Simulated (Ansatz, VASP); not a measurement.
One calculation of Ta, two programs

Contents of INCAR:

```
SYSTEM = Ta
PREC = Accurate ; ENCUT = 520
EDIFF = 1E-6 ; ISMEAR = -1
SIGMA = 0.05 ; LREAL = .False.
LASPH = .True. ; NELM = 100
ALGO = Normal ; ISIF = 2
LWAVE = .False. ; LCHARG = .True.
GGA = PS ; LELF = .True.
LVHAR = .True. ; NBANDS = 18
```

Contents of KPOINTS:

```
regular mesh
0
Gamma
  11 11 5
  0 0 0
```

Contents of POSCAR:

```
Ta
1.0
    2.8411641924      0.0000000000      0.0000000000
   -1.4205820962      2.4605203670      0.0000000000
    0.0000000000      0.0000000000      5.0608102442
Ta
2
Direct
    0.3333333333      0.6666666667      0.2500000000
    0.6666666667      0.3333333333      0.7500000000
```

File input.yaml:

```yaml
crystal:
  lattice:
    - [2.8411641924, 0.0, 0.0]
    - [-1.4205820962, 2.460520367, 0.0]
    - [0.0, 0.0, 5.0608102442]
  atoms:
    - { symbol: Ta, position: [0.3333333333, 0.6666666667, 0.25] }
    - { symbol: Ta, position: [0.6666666667, 0.3333333333, 0.75] }
kpoints:
  mp_grid: { grid: [11, 11, 5] }
scf:
  occupations: { method: fermi_dirac, width: 0.05 }
hamiltonian:
  xc: pbesol
  pseudopotentials: { kind: all_electron, lapw: { basis_error: 0.0005 } }
output:
  forces: true
  stress: true
  eigenvalues: true
```

Change from the starting cell: volume scaled by 0.94.

Alike in both runs: task single point; functional PBEsol; k mesh 11 × 11 × 5; occupations fermi-dirac, width 0.05 eV; no spin polarisation.

```csv
,VASP,Ansatz
version,VASP 6.6.1,Ansatz 0.2.0
potentials or method,"VASP PAW PBE potentials, release 64 (Ta_pv)","all-electron LAPW, scalar-relativistic"
plane-wave cutoff (eV),520,see its input
```

|  | VASP | Ansatz | Ansatz less VASP |
| --- | --- | --- | --- |
| gap on the k mesh at the Fermi level (eV) | none | none | - |
| pressure (GPa) | 5.1 | 4.8 | -0.31 |
| largest component of the traceless stress (GPa) | 0.37 | 0.44 | +0.069 |

A gap of «none» marks a metal or a gap that the smearing closes. Ansatz ran all-electron here, so the differences hold the error of VASP's frozen core and of both bases.

Caveats: the PAW data sets were made with another functional, which shifts forces and pressure a little (VASP). The runs have no spin-orbit coupling, so splittings on Ta are missing.
